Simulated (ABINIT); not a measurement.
# Ir (Fm-3m) in ABINIT: convergence with pawecutdg

Aim: find how far pawecutdg must go before the results for Ir settle, at RPBE. This setting moves, with any that are tied to it; all else stays.

All numbers are computed with ABINIT 10.8.3 (patched build); they aren't measurements. Logs are shortened: lines on timing, memory, paths and dates and some standing lists are left out, and cuts for length are marked. The log counts tension as positive stress, the text compression.

## (1) The crystal as given

The structure is cubic, space group Fm-3m (No. 225). The conventional cell has a = 3.831 Å, b = 3.831 Å, c = 3.831 Å, α = 90.00°, β = 90.00°, γ = 90.00°. Around Ir (site symmetry m-3m) lie 12 Ir at 2.71 Å.

## (2) With pawecutdg 16 Ha

Contents of run.abi:

```
# Pseudopotentials
pp_dirpath "./"
pseudos "Ir.GGA_PBE-JTH.xml"

# Structure
acell 3*1.0
rprim
     0.0000000000     3.6199593643     3.6199593643
     3.6199593643     0.0000000000     3.6199593643
     3.6199593643     3.6199593643     0.0000000000
ntypat 1
znucl 77
natom 1
typat 1
xred
     0.0000000000     0.0000000000     0.0000000000

# Plane-wave basis
ecut 435.382180 eV
pawecutdg 16.0
pawxcdev 0

# k points
kptopt 1
ngkpt 12 12 12
nshiftk 1
shiftk 0.0 0.0 0.0

# Exchange and correlation
ixc 15

# Bands and occupations
nband 12
occopt 4
tsmear 0.1 eV

# SCF cycle
nstep 100
tolvrs 1.0e-9

# Output
iomode 3
prtwf 0
prtden 0
prteig 0
prtebands 0
enunit 2
```

Potentials or basis: JTH PAW PBE v2.0.

Launch:

```bash
abinit run.abi > log 2>&1
```

Run time: 0.14 s. Hardware: 1 thread of Arm Neoverse V1, shared host; peak memory 0.06 GiB.

The program refused the input.

## (3) With pawecutdg 19.2

run.abi: that of step 2 with these lines changed.

```diff
@@ -19,3 +19,3 @@
 ecut 435.382180 eV
-pawecutdg 16.0
+pawecutdg 19.2
 pawxcdev 0
```

Potentials or basis: JTH PAW PBE v2.0.

Launch:

```bash
abinit run.abi > log 2>&1
```

Run time: 8.7 s. Hardware: 1 thread of Arm Neoverse V1, shared host; peak memory 0.09 GiB.

It converged, with:

* Free energy: -2094.1414 eV
* Pressure: 15.1 GPa
* Band gap on the k mesh: none (metal or under the smearing width)
* Valence electrons inside the program's atomic spheres: Ir 13.65 (radii [1.3286] Å)

## (4) With pawecutdg 24

run.abi: that of step 3 with these lines changed.

```diff
@@ -19,3 +19,3 @@
 ecut 435.382180 eV
-pawecutdg 19.2
+pawecutdg 24.0
 pawxcdev 0
```

Launch:

```bash
abinit run.abi > log 2>&1
```

Wall time 8.7 s (1 thread of Arm Neoverse V1, shared host); peak memory 0.09 GiB.

Results (log left out):

| Item | Value |
| --- | --- |
| Free energy | -2094.1413 eV |
| Pressure | 15.1 GPa |
| Band gap on the k mesh | none (metal or under the smearing width) |
| Valence electrons inside the program's atomic spheres | Ir 13.65 (radii [1.3286] Å) |

## (5) With pawecutdg 28.8

run.abi: that of step 4 with these lines changed.

```diff
@@ -19,3 +19,3 @@
 ecut 435.382180 eV
-pawecutdg 24.0
+pawecutdg 28.8
 pawxcdev 0
```

Launch:

```bash
abinit run.abi > log 2>&1
```

Wall time 9.4 s (1 thread of Arm Neoverse V1, shared host); peak memory 0.09 GiB.

It converged, with:

- Free energy: -2094.1409 eV
- Pressure: 14.7 GPa
- Band gap on the k mesh: none (metal or under the smearing width)
- Valence electrons inside the program's atomic spheres: Ir 13.66 (radii [1.3286] Å)

## (6) With pawecutdg 35.2

run.abi: that of step 5 with these lines changed.

```diff
@@ -19,3 +19,3 @@
 ecut 435.382180 eV
-pawecutdg 28.8
+pawecutdg 35.2
 pawxcdev 0
```

Potentials or basis: JTH PAW PBE v2.0.

Launch:

```bash
abinit run.abi > log 2>&1
```

Run time: 9.4 s. Hardware: 1 thread of Arm Neoverse V1, shared host; peak memory 0.09 GiB.

Results (log left out):

```yaml
Free_energy: -2094.1406 eV
Pressure: 14.9 GPa
Band_gap_on_the_k_mesh: none (metal or under the smearing width)
Valence_electrons_inside_the_program's_atomic_spheres: Ir 13.63 (radii [1.3286] Å)
```

## (7) With pawecutdg 43.2

run.abi: that of step 6 with these lines changed.

```diff
@@ -19,3 +19,3 @@
 ecut 435.382180 eV
-pawecutdg 35.2
+pawecutdg 43.2
 pawxcdev 0
```

Launch:

```bash
abinit run.abi > log 2>&1
```

It took 9.3 s on 1 thread of Arm Neoverse V1, shared host; peak memory 0.09 GiB.

Results (log left out):

```
Free energy                                           : -2094.1407 eV
Pressure                                              : 15.0 GPa
Band gap on the k mesh                                : none (metal or under the smearing width)
Valence electrons inside the program's atomic spheres : Ir 13.64 (radii [1.3286] Å)
```

## (8) With pawecutdg 52.8

run.abi: that of step 7 with these lines changed.

```diff
@@ -19,3 +19,3 @@
 ecut 435.382180 eV
-pawecutdg 43.2
+pawecutdg 52.8
 pawxcdev 0
```

Potentials or basis: JTH PAW PBE v2.0.

Launch:

```bash
abinit run.abi > log 2>&1
```

run.abo:

```text
.Version 10.8.3 of ABINIT
 Symmetries : space group Fm -3 m (#225); Bravais cF (face-center cubic)
================================================================================
 Values of the parameters that define the memory need of the present run
     intxc =       0    ionmov =       0      iscf =      17    lmnmax =      18
     lnmax =       6     mgfft =      20  mpssoang =       3    mqgrid =    3001
     natom =       1  nloc_mem =       2    nspden =       1   nspinor =       1
    nsppol =       1      nsym =      48    n1xccc =       1    ntypat =       1
    occopt =       4   xclevel =       2
       mpw =         303          nfft =        8000          nkpt =          72
 PAW method is used; the additional fine FFT grid is defined by:
   mgfftf=        36    nfftf =     46656
================================================================================
================================================================================

--------------------------------------------------------------------------------
------------- Echo of variables that govern the present computation ------------
--------------------------------------------------------------------------------
 -outvars: echo values of preprocessed input variables --------
            acell      1.0000000000E+00  1.0000000000E+00  1.0000000000E+00 Bohr
              amu      1.92220000E+02
             ecut      1.60000000E+01 Hartree
           enunit           2
                       outvar_i_n : Printing only first  50 k-points.
              ixc          15
                       outvar_i_n : Printing only first  50 k-points.
         kptrlatt       12    0    0      0   12    0      0    0   12
          kptrlen      6.14327475E+01
            natom           1
            nband          12
            ngfft          20      20      20
          ngfftdg          36      36      36
             nkpt          72
            nstep         100
             nsym          48
           ntypat           1
                       prtocc : prtvol=0, do not print more k-points.
           occopt           4
        pawecutdg      5.28000000E+01 Hartree
         pawxcdev           0
           prtden           0
        prtebands           0
           prteig           0
            prtwf           0
            rprim      0.0000000000E+00  3.6199593643E+00  3.6199593643E+00
                       3.6199593643E+00  0.0000000000E+00  3.6199593643E+00
                       3.6199593643E+00  3.6199593643E+00  0.0000000000E+00
          spgroup         225
           tolvrs      1.00000000E-09
           tsmear      3.67493222E-03 Hartree
            typat      1
           useylm           1
                       outvars : Printing only first  50 k-points.
            znucl       77.00000

================================================================================

 chkinp: Checking input parameters for consistency.

================================================================================
== DATASET  1 ==================================================================

--- !DatasetInfo
iteration_state: {dtset: 1, }
dimensions: {natom: 1, nkpt: 72, mband: 12, nsppol: 1, nspinor: 1, nspden: 1, mpw: 303, }
[... 101 lines left out ...]

 Mean square residual over all n,k,spin=   17.355E-08; max=  63.667E-06
 reduced coordinates (array xred) for    1 atoms
       0.000000000000      0.000000000000      0.000000000000
 rms dE/dt=  0.0000E+00; max dE/dt=  0.0000E+00; dE/dt below (all hartree)
    1       0.000000000000      0.000000000000      0.000000000000

 cartesian coordinates (angstrom) at end:
    1      0.00000000000000     0.00000000000000     0.00000000000000

 cartesian forces (hartree/bohr) at end:
    1     -0.00000000000000    -0.00000000000000    -0.00000000000000
 frms,max,avg= 0.0000000E+00 0.0000000E+00   0.000E+00  0.000E+00  0.000E+00 h/b

 cartesian forces (eV/Angstrom) at end:
    1     -0.00000000000000    -0.00000000000000    -0.00000000000000
 frms,max,avg= 0.0000000E+00 0.0000000E+00   0.000E+00  0.000E+00  0.000E+00 e/A
 length scales=  1.000000000000  1.000000000000  1.000000000000 bohr
              =  0.529177210544  0.529177210544  0.529177210544 angstroms
 Fermi (or HOMO) energy (hartree) =   0.57027   Average Vxc (hartree)=  -0.48694
 Eigenvalues (hartree) for nkpt=  72  k points:
 kpt#   1, nband= 12, wtk=  0.00058, kpt=  0.0000  0.0000  0.0000 (reduced coord)
  -1.24798   -1.24798   -1.24798    0.15740    0.42463    0.42463    0.42463    0.52409
   0.52409    0.78144    1.06820    1.27449
      occupation numbers for kpt#   1
   2.00000    2.00000    2.00000    2.00000    2.00000    2.00000    2.00000    2.00000
   2.00000    0.00000    0.00000    0.00000
 prteigrs : prtvol=0 or 1, do not print more k-points.

 Fermi (or HOMO) energy (eV) =  15.51797   Average Vxc (eV)= -13.25018
 Eigenvalues (   eV  ) for nkpt=  72  k points:
 kpt#   1, nband= 12, wtk=  0.00058, kpt=  0.0000  0.0000  0.0000 (reduced coord)
 -33.95927  -33.95927  -33.95927    4.28301   11.55470   11.55470   11.55470   14.26134
  14.26134   21.26402   29.06728   34.68069
 prteigrs : prtvol=0 or 1, do not print more k-points.

--- !EnergyTerms
iteration_state     : {dtset: 1, }
comment             : Components of total free energy in Hartree
kinetic             :  9.63611975774081E+00
hartree             :  8.14561384973932E+00
xc                  : -3.62271490547145E+00
Ewald energy        : -7.12434769882484E+01
psp_core            :  5.54279599364743E+00
local_psp           : -3.29365085546509E+01
PAW spherical_terms :  7.51994967916276E+00
internal            : -7.69582211680804E+01
'-kT*entropy'       : -2.22553342312469E-05
total_energy        : -7.69582434234147E+01
total_energy_eV     : -2.09414048660676E+03
...

--- !EnergyTermsDC
iteration_state     : {dtset: 1, }
comment             : '"Double-counting" decomposition of free energy'
band_energy         : -3.84446526958601E+00
Ewald energy        : -7.12434769882484E+01
psp_core            :  5.54279599364743E+00
xc_dc               : -7.33228036732796E+00
PAW spherical_terms : -8.07945811803257E-02
internal            : -7.69582212126953E+01
'-kT*entropy'       : -2.22553342312469E-05
total_energy_dc     : -7.69582434680296E+01
total_energy_dc_eV  : -2.09414048782080E+03
...

--- !EnergyTermsWithPAWCore
iteration_state     : {dtset: 1, }
comment             : 'Components of total free energy, including PAW core contributions'
Total energy        : -1.78283849352837E+04
Total energy DC     : -1.78283849353283E+04
Total energy (eV)   : -4.85135068616033E+05
Total energy DC (eV): -4.85135068617247E+05
...

 Cartesian components of stress tensor (hartree/bohr^3)
  sigma(1 1)= -5.07349409E-04  sigma(3 2)=  0.00000000E+00
  sigma(2 2)= -5.07349409E-04  sigma(3 1)=  0.00000000E+00
  sigma(3 3)= -5.07349409E-04  sigma(2 1)=  0.00000000E+00

-Cartesian components of stress tensor (GPa)         [Pressure=  1.4927E+01 GPa]
- sigma(1 1)= -1.49267350E+01  sigma(3 2)=  0.00000000E+00
- sigma(2 2)= -1.49267350E+01  sigma(3 1)=  0.00000000E+00
- sigma(3 3)= -1.49267350E+01  sigma(2 1)=  0.00000000E+00

== END DATASET(S) ==============================================================
================================================================================

 -outvars: echo values of variables after computation  --------
            acell      1.0000000000E+00  1.0000000000E+00  1.0000000000E+00 Bohr
           etotal     -7.6958243468E+01
            fcart     -0.0000000000E+00 -0.0000000000E+00 -0.0000000000E+00
            rprim      0.0000000000E+00  3.6199593643E+00  3.6199593643E+00
                       3.6199593643E+00  0.0000000000E+00  3.6199593643E+00
                       3.6199593643E+00  3.6199593643E+00  0.0000000000E+00
           strten     -5.0734940921E-04 -5.0734940921E-04 -5.0734940921E-04
                       0.0000000000E+00  0.0000000000E+00  0.0000000000E+00
 Calculation completed.
```

Run time: 9.4 s. Hardware: 1 thread of Arm Neoverse V1, shared host; peak memory 0.1 GiB.

Results:

```
Free energy                                           : -2094.1405 eV
Pressure                                              : 14.9 GPa
Band gap on the k mesh                                : none (metal or under the smearing width)
Valence electrons inside the program's atomic spheres : Ir 13.64 (radii [1.3286] Å)
```

## (9) Result

```csv
pawecutdg,energy less the tightest run (meV/atom),pressure (GPa),SCF cycles,CPU time (s),peak memory (GiB)
16 Ha,refused,-,-,-,-
19.2,-0.86,15.10,11,8.7,0.09
24,-0.77,15.11,11,8.7,0.09
28.8,-0.39,14.70,12,9.4,0.09
35.2,-0.12,14.94,12,9.4,0.09
43.2,-0.25,14.98,12,9.3,0.09
52.8,0.00,14.93,12,9.4,0.1
```

Against the tightest run, the energy stays within 1 meV/atom from 19.2 on; the pressure stays within 0.1 GPa from 35.2 on. The tightest run that finished is the yardstick and may itself not be fully converged.

Caveats: the PAW data sets were made with another functional, which shifts forces and pressure a little.
